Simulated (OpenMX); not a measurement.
A run of OpenMX 3.8.5:

File run.py:

```python
from ase import Atoms
from ase.calculators.openmx import OpenMX

atoms = Atoms(['Zr', 'N'],
              cell=[[0.0, 2.3302666288, 2.3302666288], [2.3302666288, 0.0, 2.3302666288], [2.3302666288, 2.3302666288, 0.0]],
              scaled_positions=[[0.5, 0.5, 0.5], [0.0, 0.0, 0.0]],
              pbc=True)

def calculator():
    omx = OpenMX(
        label='ZrN',
        command='openmx',
        nohup=True,
        xc='LDA',
        kpts=(11, 11, 11),
        system_currentdirectory='./',
        data_path='./DFT_DATA13',
        level_of_fileout=0,
        definition_of_atomic_species=[['Zr', 'Zr7.0-s3p2d2', 'Zr_PBE13'], ['N', 'N6.0-s2p2d1', 'N_PBE13']],
        atoms_speciesandcoordinates_unit='Ang',
        atoms_speciesandcoordinates=[['1', 'Zr', '0', '0', '0', 6.0, 6.0], ['2', 'N', '0', '0', '0', 2.5, 2.5]],
        scf_spinpolarization='off',
        scf_electronictemperature=580.226,
        scf_energycutoff=400.0,
        scf_maxiter=100,
        scf_eigenvaluesolver='band',
        scf_mixing_type='rmm-diisk',
        scf_init_mixing_weight=0.05,
        scf_min_mixing_weight=0.001,
        scf_max_mixing_weight=0.3,
        scf_mixing_history=25,
        scf_mixing_startpulay=8,
        scf_criterion=1e-08,
        dos_fileout=True,
        dos_erange=(-10.0, 10.0),
        dos_kgrid=(14, 14, 14),
    )
    return omx

atoms.calc = calculator()
print('stress_eV_A3', atoms.get_stress().round(8).tolist())
print('forces_eV_A', atoms.get_forces().round(6).tolist())
print('energy_eV', round(atoms.get_potential_energy(), 6))
```

Potentials or basis: OpenMX 2013 PBE set, Zr7.0-s3p2d2, N6.0-s2p2d1, grid cutoff 400 Ry.

Run with:

```sh
$ python run.py > run.log
$ DosMain ZrN.Dos.val ZrN.Dos.vec < dos.in
$ DosMain ZrN.Dos.val ZrN.Dos.vec < pdos.in
```

Hardware: 1 thread of Intel(R) Xeon(R) CPU @ 2.60GHz (Ice Lake) (shared host).

How long does it take, and how much memory?

Wall time 3.1 min on 1 thread of Intel(R) Xeon(R) CPU @ 2.60GHz (Ice Lake), with other jobs on the host, peak memory 0.53 GiB. Counts: k points 666, basis 32, scf iterations 16.
